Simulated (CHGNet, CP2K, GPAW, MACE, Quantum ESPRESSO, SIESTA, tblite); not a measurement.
**Other levels on twisted Ti2CO2 MXene bilayer, 21.79° (70 atoms)**

The cell holds 70 atoms: 14 C, 28 Ti and 28 O. Its edges and angles: a = 8.017 Å, b = 8.017 Å, c = 23.630 Å, α = 90.0°, β = 90.0°, γ = 120.0°. It derives from Ti2CO2 (Ti2CO2 MXene). Ti2CO2 MXene (a = 3.03 Å) under Ti2CO2 MXene (a = 3.03 Å), bilayer, commensurate cell of 7 unit cells a layer, twist 21.79 deg; facing planes 2.75 Å apart; 12 Å of vacuum; layers as built, displaced by a Gaussian of 0.01 Å. Then every atom was moved at random, 0.05 Å r.m.s. a Cartesian component. Regions: layer 1, 35 atoms (7 C, 14 Ti and 14 O); layer 2, 35 atoms (7 C, 14 Ti and 14 O). Vacuum lies along c.

Geometry: as built.

The reference, a calculation:

- method: Kohn-Sham DFT, PBE, SSSP efficiency 1.3.0 pseudopotentials, plane waves (Quantum ESPRESSO 7.5); sssp-pbe-1.3.0-efficiency, cutoffs 60/480 Ry, Γ point
- r.m.s. force component: 0.7965 eV/Å
- longest force: 4.204 eV/Å
- time: 12 min on 4 MPI ranks of Arm Neoverse N1, shared host
- CPU time: 49 min

Q: Estimate the differences from the reference, the CPU time and the memory of each run.
- CP2K PBE, SZV-MOLOPT-SR, 800/50 Ry, diagonalisation (CP2K 2026.2; 2 threads)
- MACE MPA-0 medium potential (MACE MPA-0 medium; 1 thread)
- CP2K PBE, DZVP-MOLOPT-SR, 400/50 Ry, diagonalisation (CP2K 2026.2; 2 threads)
- MACE MP-0b3 medium potential (MACE MP-0b3 medium; 1 thread)
- GPAW PBE, plane waves 550 eV (GPAW 26.7.0; 2 MPI ranks)
- CP2K PBE, TZVP-MOLOPT (SR for Ti), 800/50 Ry, diagonalisation (CP2K 2026.2; 4 MPI ranks)
- CHGNet r2SCAN potential (CHGNet r2SCAN; 1 thread)
- SIESTA PBE, DZP, shift 0.01 Ry, mesh 500 Ry (SIESTA 5.4.2; 2 MPI ranks)
- SIESTA PBE, DZP, shift 0.01 Ry, mesh 200 Ry (SIESTA 5.4.2; 2 MPI ranks)
- SIESTA PBE, DZ, shift 0.01 Ry, mesh 500 Ry (SIESTA 5.4.2; 2 MPI ranks)

Differences are against the plane-wave reference, forces as r.m.s. over components; share is that over the reference's r.m.s. force, slope the least-squares factor from reference forces to these. Total energies of different programs have different zeros and aren't compared.

| run | Δ force, r.m.s. (meV/Å) | share (%) | slope | cores | CPU time | memory (GiB) |
| --- | --- | --- | --- | --- | --- | --- |
| reference | - | - | - | 4 | 49 min | 4.4 |
| CP2K PBE, SZV-MOLOPT-SR, 800/50 Ry, diagonalisation (coarse) | 277 | 34.7 | 1.075 | 2 | 12 min | 6.6 |
| MACE MPA-0 medium potential | 245 | 30.8 | 0.927 | 1 | 12 s | 0.95 |
| CP2K PBE, DZVP-MOLOPT-SR, 400/50 Ry, diagonalisation (coarse) | 56.7 | 7.11 | 1.027 | 2 | 14 min | 2.6 |
| MACE MP-0b3 medium potential | 412 | 51.8 | 0.749 | 1 | 12 s | 0.95 |
| GPAW PBE, plane waves 550 eV | 55.6 | 6.98 | 1.036 | 2 | 18 min | 1.8 |
| CP2K PBE, TZVP-MOLOPT (SR for Ti), 800/50 Ry, diagonalisation | 26.6 | 3.34 | 1.021 | 4 | 36 min | 9.4 |
| CHGNet r2SCAN potential | 414 | 52.0 | 0.516 | 1 | 6.3 s | 1.2 |
| SIESTA PBE, DZP, shift 0.01 Ry, mesh 500 Ry | 82.6 | 10.4 | 1.030 | 2 | 15 min | 1.8 |
| SIESTA PBE, DZP, shift 0.01 Ry, mesh 200 Ry | 83.5 | 10.5 | 1.029 | 2 | 4.9 min | 0.8 |
| SIESTA PBE, DZ, shift 0.01 Ry, mesh 500 Ry (coarse) | 158 | 19.9 | 0.989 | 2 | 6.9 min | 1.3 |

Rows marked coarse were listed beforehand as settings not expected to be converged; some can still land near the reference.

Times of the machine-learned potentials are mostly Python's start and the loading of weights.

CPU time is summed over cores on a shared host, where runs went side by side, so it is rough. Symmetry, cutoffs, thresholds, outputs and thread counts weren't matched or tuned between programs; memory under MPI is the largest rank's times the ranks.

PBE on plane waves or a grid with other potentials, cutoffs or grids, coarse settings apart, differs from the reference by 7.0 % (GPAW PBE, plane waves 550 eV) of the r.m.s. force; potentials, valence shells or grid differ, and the table alone doesn't part them. The PBE runs in local orbitals, coarse settings apart, differ by 3.3 % (CP2K PBE, TZVP-MOLOPT (SR for Ti), 800/50 Ry, diagonalisation) to 10 % (SIESTA PBE, DZP, shift 0.01 Ry, mesh 200 Ry); basis, grid and potentials can all enter. Machine-learned potentials differ by 31 % (MACE MPA-0 medium potential) to 52 % (CHGNet r2SCAN potential); they were trained on other programs' data, some at another functional. Among those trained on PBE data the slope goes as low as 0.75, with a correlation of 0.86, so directions differ as well as sizes. Runs with settings chosen to be coarse differ by 7.1 % (CP2K PBE, DZVP-MOLOPT-SR, 400/50 Ry, diagonalisation) to 35 % (CP2K PBE, SZV-MOLOPT-SR, 800/50 Ry, diagonalisation), their programs' other errors included. Machine-learned potentials mimic data converged in k, so the reference's own k-point error enters their differences. The runs have no spin polarisation, so any moments at edges, vacancies or dangling bonds can't form. The electronic-structure runs sample only Γ, in a cell whose shortest periodic width is 7 Å.

[Hosts, paths, dates, database ids (printed as entryN), source tags and the programs' standing remarks are cut or masked in the printed files.]
